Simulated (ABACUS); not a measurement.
# GaAs (F-43m) in ABACUS: a series of runs

One crystal, GaAs, is run at these levels: HCTH407, BLYP, PBE, SCAN; tasks: single point.

Program: ABACUS 3.10.1. These are calculated values, not measurements. Logs are shortened: lines on timing, memory, paths and dates and some standing lists are left out, and cuts for length are marked.

**Measured values to compare with.**

“Evidence of valence band perturbations in GaAsN/GaAs(001): A combined variable-angle spectroscopic ellipsometry and modulated photoreflectance investigation”, 2008, arxiv:0805.2212 reports, for a bulk crystal of GaAs at 300 K: band gap 1.412 ± 0.01 eV (direct); band gap 1.418 ± 0.005 eV (direct).

The runs below are set against these values where they give the same quantity.

**1. The crystal as given**

Symmetry: F-43m, No. 216, cubic system. The conventional cell has a = 5.654 Å, b = 5.654 Å, c = 5.654 Å, α = 90.00°, β = 90.00°, γ = 90.00°. Around As (site symmetry -43m) lie 4 Ga at 2.45 Å. Ga (site symmetry -43m) is surrounded by 4 As at 2.45 Å.

**2. Single point, HCTH407**

File INPUT:

```
INPUT_PARAMETERS
suffix              GaAs
calculation         scf
basis_type          pw
pseudo_dir          ./
symmetry            1
dft_functional      GGA_XC_HCTH_407
ecutwfc             84
pseudo_rcut         10
nspin               1
nbands              24
ks_solver           dav
smearing_method     fd
smearing_sigma      0.00367493
scf_thr             1e-08
scf_nmax            100
mixing_type         broyden
mixing_beta         0.7
cal_force           1
cal_stress          1
out_chg             1
kpar                4
```

File STRU:

```
ATOMIC_SPECIES
As 74.9216 As.upf
Ga 69.7230 Ga.upf

LATTICE_CONSTANT
1.8897261246

LATTICE_VECTORS
0.0000000000 2.8268500000 2.8268500000
2.8268500000 0.0000000000 2.8268500000
2.8268500000 2.8268500000 0.0000000000

ATOMIC_POSITIONS
Direct

As
0.0
1
0.7500000000 0.7500000000 0.7500000000 1 1 1

Ga
0.0
1
0.0000000000 0.0000000000 0.0000000000 1 1 1
```

File KPT:

```
K_POINTS
0
Gamma
6 6 6 0 0 0
```

Potentials or basis: Ansatz NC PBE, plane waves.

Launch:

```console
$ OMP_NUM_THREADS=1 mpirun -np 4 abacus > log
```

running log:

```text
[... set-up lines left out ...]
 PW ALGORITHM --------------- ION=   1  ELEC=   1--------------------------------

 Notice: Threshold on eigenvalues was too large.
 hsover_error=0.28 > DRHO=0.0602794
 Origin diag ethr = 0.01
 New diag ethr = 0.000215284

 Density error is 0.0615047983411
                          Error Threshold = 0.000215283529824
----------------------------------------------------------
     Energy           Rydberg                 eV
----------------------------------------------------------
 E_KohnSham     -368.6438940139      -5015.6574914974
 E_Harris       -366.4654158282      -4986.0177752029
 E_Fermi        0.6317922237         8.5959741945
----------------------------------------------------------

 PW ALGORITHM --------------- ION=   1  ELEC=   2--------------------------------

 Density error is 0.00493674673102
                          Error Threshold = 0.000219659994075
----------------------------------------------------------
     Energy           Rydberg                 eV
----------------------------------------------------------
 E_KohnSham     -368.6533763747      -5015.7865056347
 E_Harris       -368.4763352751      -5013.3777378999
 E_Fermi        0.6668394105         9.0728156333
----------------------------------------------------------

 PW ALGORITHM --------------- ION=   1  ELEC=   3--------------------------------

 Density error is 0.0005932918534
                          Error Threshold = 1.76312383251e-05
----------------------------------------------------------
     Energy           Rydberg                 eV
----------------------------------------------------------
 E_KohnSham     -368.6542668622      -5015.7986213391
 E_Harris       -368.5663030288      -5014.6018119858
 E_Fermi        0.6708261968         9.1270586439
----------------------------------------------------------

 PW ALGORITHM --------------- ION=   1  ELEC=   4--------------------------------

 Density error is 2.03058218213e-05
                          Error Threshold = 2.11889947643e-06
----------------------------------------------------------
     Energy           Rydberg                 eV
----------------------------------------------------------
 E_KohnSham     -368.6544168707      -5015.8006623095
 E_Harris       -368.6334232161      -5015.5150289845
 E_Fermi        0.6747950893         9.1810581972
----------------------------------------------------------

 PW ALGORITHM --------------- ION=   1  ELEC=   5--------------------------------

 Density error is 2.22031872372e-06
                          Error Threshold = 7.25207922189e-08
----------------------------------------------------------
     Energy           Rydberg                 eV
----------------------------------------------------------
 E_KohnSham     -368.6544366854      -5015.8009319014
 E_Harris       -368.6461848316      -5015.6886596714
 E_Fermi        0.6755252055         9.1909919368
----------------------------------------------------------

 PW ALGORITHM --------------- ION=   1  ELEC=   6--------------------------------

 Density error is 2.42851669314e-08
                          Error Threshold = 7.92970972756e-09
----------------------------------------------------------
     Energy           Rydberg                 eV
----------------------------------------------------------
 E_KohnSham     -368.6544413664      -5015.8009955896
 E_Harris       -368.6543428332      -5015.7996549776
 E_Fermi        0.6758898085         9.1959526158
----------------------------------------------------------

 PW ALGORITHM --------------- ION=   1  ELEC=   7--------------------------------

 Density error is 1.57750208019e-09
                          Error Threshold = 8.67327390407e-11
----------------------------------------------------------
     Energy           Rydberg                 eV
----------------------------------------------------------
 E_KohnSham     -368.6544417286      -5015.8010005173
 E_KS(sigma->0) -368.6544415401      -5015.8009979535
 E_Harris       -368.6539402005      -5015.7941768779
 E_band         -23.0511320927       -313.6267418111
 E_one_elec     -193.1099602709      -2627.3958002383
 E_Hartree      116.1160442397       1579.8398308800
 E_xc           -93.3076915397       -1269.5162721668
 E_Ewald        -198.3528337807      -2698.7287538646
 E_entropy(-TS) -0.0000003769        -0.0000051276
 E_descf        0.0000000000         0.0000000000
 E_exx          0.0000000000         0.0000000000
 E_Fermi        0.6759094486         9.1962198335
----------------------------------------------------------

 charge density convergence is achieved
 final etot is -5015.8010005 eV
 EFERMI = 9.1962198335 eV

 STATE ENERGY(eV) AND OCCUPATIONS    NSPIN == 1
 1/4 kpoint (Cartesian) = 0.0000 0.0000 0.0000 (3839 pws)
       1       -27.4891     0.00925926
       2       -27.4891     0.00925926
       3       -27.4891     0.00925926
       4       -27.4845     0.00925926
       5       -27.4845     0.00925926
       6       -6.76495     0.00925926
[... 16 lines left out ...]
      23        20.7828        0.00000
      24        20.7828        0.00000

 2/4 kpoint (Cartesian) = 0.029479 0.029479 0.029479 (3939 pws)
       1       -27.4890      0.0740741
       2       -27.4889      0.0740741
       3       -27.4889      0.0740741
       4       -27.4844      0.0740741
       5       -27.4844      0.0740741
       6       -6.77958      0.0740741
[... 16 lines left out ...]
      23        23.0099        0.00000
      24        23.0099        0.00000

 3/4 kpoint (Cartesian) = 0.058958 0.058958 0.058958 (3933 pws)
       1       -27.4889      0.0740741
       2       -27.4886      0.0740741
       3       -27.4886      0.0740741
       4       -27.4843      0.0740741
       5       -27.4843      0.0740741
       6       -6.80699      0.0740741
[... 16 lines left out ...]
      23        25.3470        0.00000
      24        25.3470        0.00000

 4/4 kpoint (Cartesian) = 0.088438 0.088438 0.088438 (3996 pws)
       1       -27.4889      0.0370370
       2       -27.4884      0.0370370
       3       -27.4884      0.0370370
       4       -27.4842      0.0370370
       5       -27.4842      0.0370370
       6       -6.81996      0.0370370
[... 16 lines left out ...]
      23        22.0251        0.00000
      24        22.0251        0.00000

------------------------------------------------------------------------------------------
 TOTAL-FORCE (eV/Angstrom)
------------------------------------------------------------------------------------------
                       As1         0.0000000000         0.0000000000         0.0000000000
                       Ga1         0.0000000000         0.0000000000         0.0000000000
------------------------------------------------------------------------------------------

----------------------------------------------------------------
 TOTAL-STRESS (KBAR)
----------------------------------------------------------------
        57.7047019562         0.0000000000        -0.0000000000
         0.0000000000        57.7047019562        -0.0000000000
         0.0000000000        -0.0000000000        57.7047019562
----------------------------------------------------------------
 TOTAL-PRESSURE: 57.704702 KBAR

 --------------------------------------------
 !FINAL_ETOT_IS -5015.8010005172654928 eV
 --------------------------------------------
```

Wall time 7.8 s (4 MPI ranks of Intel Xeon Platinum 8488C (Sapphire Rapids), shared host); peak memory 0.4 GiB.

Results:

* Free energy: -5015.8010 eV
* Pressure: 5.8 GPa
* Band gap on the k mesh: 0.79 eV, direct

Caveat: the potentials were made for another functional, which shifts forces and pressure.

**3. Single point, BLYP**

Edit INPUT of step 2 so:

```diff
@@ -6,3 +6,3 @@
 symmetry            1
-dft_functional      GGA_XC_HCTH_407
+dft_functional      GGA_X_B88+GGA_C_LYP
 ecutwfc             84
@@ -10,3 +10,3 @@
 nspin               1
-nbands              24
+nbands              19
 ks_solver           dav
```

File STRU:

```
ATOMIC_SPECIES
As 74.9216 As_ONCV_PBE-1.2.upf
Ga 69.7230 Ga_ONCV_PBE-1.2.upf

LATTICE_CONSTANT
1.8897261246

LATTICE_VECTORS
0.0000000000 2.8268500000 2.8268500000
2.8268500000 0.0000000000 2.8268500000
2.8268500000 2.8268500000 0.0000000000

ATOMIC_POSITIONS
Cartesian

As
0.0
1
4.2402750000 4.2402750000 4.2402750000 1 1 1

Ga
0.0
1
0.0000000000 0.0000000000 0.0000000000 1 1 1
```

KPT is that of step 2.

Potentials or basis: SG15 ONCV 1.2 PBE, plane waves.

Launch:

```console
$ OMP_NUM_THREADS=1 mpirun -np 4 abacus > log
```

It took 6.3 s on 4 MPI ranks of Intel Xeon Platinum 8375C at 2.90GHz (Ice Lake), shared host; peak memory 0.36 GiB.

Results (log left out):

```yaml
Free_energy: -1957.2058 eV
Pressure: 6.0 GPa
Band_gap_on_the_k_mesh: 0.48 eV, direct
```

Levels at points of the mesh, in eV from the valence-band top:
```csv
k point,band 6,band 7,band 8,band 9,band 10,band 11,band 12,band 13
"(0.00, 0.00, 0.00)",-12.65,0.00,0.00,0.00,0.48,3.81,3.81,3.81
"(0.50, 0.50, 0.50)",-10.90,-6.58,-1.12,-1.12,1.04,4.76,4.76,8.04
"(0.50, 0.50, 0.00)",-10.16,-6.82,-2.62,-2.62,1.69,1.78,10.13,10.13
```

Caveat: the potentials were made for another functional, which shifts forces and pressure.

**4. Single point, PBE, spin-orbit coupling, no magnetisation**

File run_abacus.py:

```python
"""ABACUS run from a structure file: ASE reads it, the script writes STRU, KPT and INPUT."""
import re
import subprocess
from ase.io import read
from ase.units import Bohr

atoms = read("GaAs.xyz")
atoms = atoms[(-atoms.numbers).argsort(kind="stable")]  # ABACUS lists atoms element by element
pseudo = {'As': 'As.upf', 'Ga': 'Ga.upf'}
orbital = {'As': 'As_confined-atom_7au_2s2p2d.orb', 'Ga': 'Ga_confined-atom_8au_2s2p2d.orb'}
magmoms = None
kmesh = [5, 5, 5]
params = {
    'suffix': 'GaAs',
    'calculation': 'scf',
    'basis_type': 'lcao',
    'pseudo_dir': './',
    'orbital_dir': './',
    'symmetry': 0,
    'dft_functional': 'pbe',
    'ecutwfc': 100,
    'pseudo_rcut': 10,
    'nspin': 4,
    'nbands': 48,
    'ks_solver': 'genelpa',
    'smearing_method': 'fd',
    'smearing_sigma': 0.00367493,
    'scf_thr': 1e-07,
    'scf_nmax': 100,
    'mixing_type': 'broyden',
    'mixing_beta': 0.4,
    'cal_force': 1,
    'cal_stress': 1,
    'noncolin': 0,
    'lspinorb': 1,
    'out_mul': 1,
    'out_chg': 1,
    'out_pot': 2,
    'out_elf': 0,
}

symbols = atoms.get_chemical_symbols()
elements = list(dict.fromkeys(symbols))
lines = ["ATOMIC_SPECIES"] + [f"{e} {atoms.get_masses()[symbols.index(e)]:.4f} {pseudo[e]}" for e in elements]
if orbital:
    lines += ["", "NUMERICAL_ORBITAL"] + [orbital[e] for e in elements]
lines += ["", "LATTICE_CONSTANT", f"{1 / Bohr:.10f}", "", "LATTICE_VECTORS"]
lines += [" ".join(f"{x:.10f}" for x in v) for v in atoms.cell]
lines += ["", "ATOMIC_POSITIONS", "Direct"]
for e in elements:
    lines += ["", e, "0.0", str(symbols.count(e))]
    for i, p in enumerate(atoms.get_scaled_positions(wrap=False)):
        if symbols[i] == e:
            mag = "" if magmoms is None else " mag " + " ".join(str(x) for x in (magmoms[i] if isinstance(magmoms[i], list) else [magmoms[i]]))
            lines.append(" ".join(f"{x:.10f}" for x in p) + " 1 1 1" + mag)
open("STRU", "w").write("\n".join(lines) + "\n")
open("KPT", "w").write("K_POINTS\n0\nGamma\n%d %d %d 0 0 0\n" % tuple(kmesh))
open("INPUT", "w").write("INPUT_PARAMETERS\n" + "".join(f"{k:<20s}{v}\n" for k, v in params.items()))

done = subprocess.run(['mpirun', '-np', '4', 'abacus'])
if done.returncode:
    raise SystemExit(done.returncode)
log = open("OUT.GaAs/running_scf.log").read()
print("final energy (eV):", re.findall(r"FINAL_ETOT_IS (\S+)", log))
```

File GaAs.xyz:

```xyz
2
Lattice="0.0000000000 2.8268500000 2.8268500000 2.8268500000 0.0000000000 2.8268500000 2.8268500000 2.8268500000 0.0000000000" Properties=species:S:1:pos:R:3 pbc="T T T"
As     4.2402750000      4.2402750000      4.2402750000
Ga     0.0000000000      0.0000000000      0.0000000000
```

Potentials or basis: PseudoDojo NC FR 0.4 PBE standard, DZP LCAO (the cutoffs set its grid).

Launch:

```console
$ OMP_NUM_THREADS=1 python run_abacus.py > log
```

running log:

```text
ABACUS v3.10.1

               Atomic-orbital Based Ab-initio Computation at UStc

 ------------------------------------------------------------------------------------

 READING GENERAL INFORMATION
                           global_out_dir = OUT.GaAs/
                           global_in_card = INPUT
                               pseudo_dir = ./
                              orbital_dir = ./
                                    DSIZE = 4
                                    GSIZE = 1
[... 5 lines left out ...]

 READING ATOM TYPE 1
                               atom label = As
                      L=0, number of zeta = 2
                      L=1, number of zeta = 2
                      L=2, number of zeta = 2
             number of atom for this type = 1
               magnetization of element 1 = [ 0, 0, 0 ]

 READING ATOM TYPE 2
                               atom label = Ga
                      L=0, number of zeta = 2
                      L=1, number of zeta = 2
                      L=2, number of zeta = 2
             number of atom for this type = 1
               magnetization of element 2 = [ 0, 0, 0 ]

                        TOTAL ATOM NUMBER = 2
DIRECT COORDINATES
    atom                   x                   y                   z     mag                  vx                  vy                  vz
taud_As1            0.7500000000        0.7500000000        0.7500000000  0.0000        0.0000000000        0.0000000000        0.0000000000
taud_Ga1            0.0000000000        0.0000000000        0.0000000000  0.0000        0.0000000000        0.0000000000        0.0000000000

                          Volume (Bohr^3) = 304.884
                             Volume (A^3) = 45.1791

 Lattice vectors: (Cartesian coordinate: in unit of a_0)
                   +0            +2.82685            +2.82685
[... 325 lines left out ...]
 E_KS(sigma->0) -365.0358003634      -4966.5668589330
 E_Harris       -365.0358055120      -4966.5669289833
 E_band         -21.6940737591       -295.1630159555
 E_one_elec     -191.9710483692      -2611.9001088550
 E_Hartree      114.6990990546       1560.5613026092
 E_xc           -89.4110156498       -1216.4992768049
 E_Ewald        -198.3528336548      -2698.7287521511
 E_entropy(-TS) -0.0000034884        -0.0000474625
 E_descf        0.0000000000         0.0000000000
 E_exx          0.0000000000         0.0000000000
 E_Fermi        0.6798729340         9.2501458178
----------------------------------------------------------

 charge density convergence is achieved
 final etot is -4966.5668827 eV
 EFERMI = 9.2501458178 eV
The vacuum level is 11.044349377 eV

 STATE ENERGY(eV) AND OCCUPATIONS    NSPIN == 4
 1/125 kpoint (Cartesian) = 0.0000 0.0000 0.0000 (1271 pws)
       1       -26.7459     0.00800000
       2       -26.7459     0.00800000
       3       -26.7459     0.00800000
       4       -26.7459     0.00800000
       5       -26.0248     0.00800000
       6       -26.0248     0.00800000
[... 290 lines left out ...]
      47        25.1137        0.00000
      48        25.1158        0.00000

[... levels at 119 further k points ...]

-------------------------------------------------------------------------------------------
       Total Magnetism (uB)                    x                    y                    z
-------------------------------------------------------------------------------------------
                        As1         0.0000000000         0.0000000000         0.0000000000
                        Ga1         0.0000000000         0.0000000000         0.0000000000
-------------------------------------------------------------------------------------------

-------------------------------------------------------------------------------------------
       Total Magnetism (uB)       Magnitude (uB)       Polar (degree)     Azimuth (degree)
-------------------------------------------------------------------------------------------
                        As1         0.0000000000                 -nan         0.0000000000
                        Ga1         0.0000000000                 -nan         0.0000000000
-------------------------------------------------------------------------------------------

 correction force for each atom along direction 1 is -9.87346e-15
 correction force for each atom along direction 2 is 1.12389e-14
 correction force for each atom along direction 3 is 2.05899e-14
------------------------------------------------------------------------------------------
 TOTAL-FORCE (eV/Angstrom)
------------------------------------------------------------------------------------------
                       As1         0.0000000000         0.0000000000         0.0000000000
                       Ga1         0.0000000000         0.0000000000         0.0000000000
------------------------------------------------------------------------------------------

----------------------------------------------------------------
 TOTAL-STRESS (KBAR)
----------------------------------------------------------------
        46.6319685747        -0.0000000002        -0.0000000000
        -0.0000000002        46.6319685751        -0.0000000001
        -0.0000000000        -0.0000000001        46.6319685744
----------------------------------------------------------------
 TOTAL-PRESSURE: 46.631969 KBAR

 --------------------------------------------
 !FINAL_ETOT_IS -4966.5668826642631757 eV
 --------------------------------------------
```

INPUT:

```text
INPUT_PARAMETERS
suffix              GaAs
calculation         scf
basis_type          lcao
pseudo_dir          ./
orbital_dir         ./
symmetry            0
dft_functional      pbe
ecutwfc             100
pseudo_rcut         10
nspin               4
nbands              48
ks_solver           genelpa
smearing_method     fd
smearing_sigma      0.00367493
scf_thr             1e-07
scf_nmax            100
mixing_type         broyden
mixing_beta         0.4
cal_force           1
cal_stress          1
noncolin            0
lspinorb            1
out_mul             1
out_chg             1
out_pot             2
out_elf             0
```

STRU:

```text
ATOMIC_SPECIES
As 74.9216 As.upf
Ga 69.7230 Ga.upf

NUMERICAL_ORBITAL
As_confined-atom_7au_2s2p2d.orb
Ga_confined-atom_8au_2s2p2d.orb

LATTICE_CONSTANT
1.8897261258

LATTICE_VECTORS
0.0000000000 2.8268500000 2.8268500000
2.8268500000 0.0000000000 2.8268500000
2.8268500000 2.8268500000 0.0000000000

ATOMIC_POSITIONS
Direct

As
0.0
1
0.7500000000 0.7500000000 0.7500000000 1 1 1

Ga
0.0
1
0.0000000000 0.0000000000 -0.0000000000 1 1 1
```

Run time: 17 s. Hardware: 4 MPI ranks of Intel Xeon 6975P-C (Granite Rapids), shared host; peak memory 0.72 GiB.

Results:

* Free energy: -4966.5669 eV
* Pressure: 4.7 GPa
* Band gap on the k mesh: 0.58 eV, direct
* Mulliken charges: As +0.25; Ga -0.25 e

Caveat: the atomic orbitals were generated for these runs and aren't a published set; Mulliken charges move with the basis; an odd mesh through Γ misses points on the zone boundary, where band edges often lie; the basis of atomic orbitals isn't converged, which shifts pressures, moduli and gaps.

[end of part 1 of 2]
